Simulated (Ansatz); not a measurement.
# Relaxing KNbO₃

Theory: DFT PBE, scalar-relativistic, plane waves, PAW in Ansatz. (420 eV cutoff, 8×8×6 k-mesh, Gaussian smearing of 0.02 eV, no spin polarisation)

What was changed: equal strain along all axes, cell held, atoms relaxed: -3.0 %.

Command:

```bash
ansatz run input.yaml --threads 1 --pin off --max-ram 2560MiB --backend cpu --events-out ev --progress --plain --runs-dir out
```

Input:

```yaml
crystal:
  lattice:
    - [3.8732901669, 0.0, 0.0]
    - [0.0, 3.8732901669, 0.0]
    - [0.0, 0.0, 4.0939687002]
  atoms:
    - { symbol: K, position: [0.5, 0.5, 0.5031743839] }
    - { symbol: Nb, position: [0.0, 0.0, 0.0223211669] }
    - { symbol: O, position: [0.5, 0.0, 0.9702632205] }
    - { symbol: O, position: [0.0, 0.5, 0.9702632205] }
    - { symbol: O, position: [0.0, 0.0, 0.468779008] }
basis:
  ecutwfc: 420
kpoints:
  mp_grid: { grid: [8, 8, 6] }
hamiltonian:
  xc: pbe
scf:
  occupations: { method: gaussian, width: 0.02 }
output:
  forces: true
  stress: true
  eigenvalues: true
relax:
  adjacent_minimum: "off"
  f_tol: 0.008
  max_steps: 40
```

F is the free energy.

Steps:

| step | F − F(1) (eV) | largest force component (eV/Å) |
| --- | --- | --- |
| 1 | 0.0000 | 0.528 |
| 2 | -0.0047 | 0.229 |
| 3 | -0.0057 | 0.099 |
| 4 | -0.0060 | 0.045 |
| 5 | -0.0061 | 0.001 |
| 6 | -0.0061 | 0.001 |

Relaxed structure:

```xyz
5
Lattice="3.8733 0.0000 0.0000 0.0000 3.8733 0.0000 0.0000 0.0000 4.0940" Properties=species:S:1:pos:R:3 pbc="T T T"
K     1.9366    1.9366    2.0543
Nb    0.0000    0.0000    0.0894
O     1.9366    0.0000    3.9661
O     0.0000    1.9366    3.9661
O     0.0000    0.0000    1.9389
```

It takes space group P4mm (No. 99, tetragonal). The conventional cell has a = 3.873 Å, b = 3.873 Å, c = 4.094 Å, α = 90.00°, β = 90.00°, γ = 90.00°. K (site symmetry 4mm) is surrounded by 12 O at 2.72 to 2.92 Å. Nb (site symmetry 4mm) has 5 O at 1.85 to 1.95 Å as nearest neighbours. O (site symmetry 2mm) has 2 Nb at 1.95 Å as nearest neighbours. O (site symmetry 4mm) has 1 Nb at 1.85 Å as nearest neighbours.

The run converged. The run took 56 s on 1 thread of Arm Neoverse V1, with other jobs on the host, peak memory 0.39 GiB.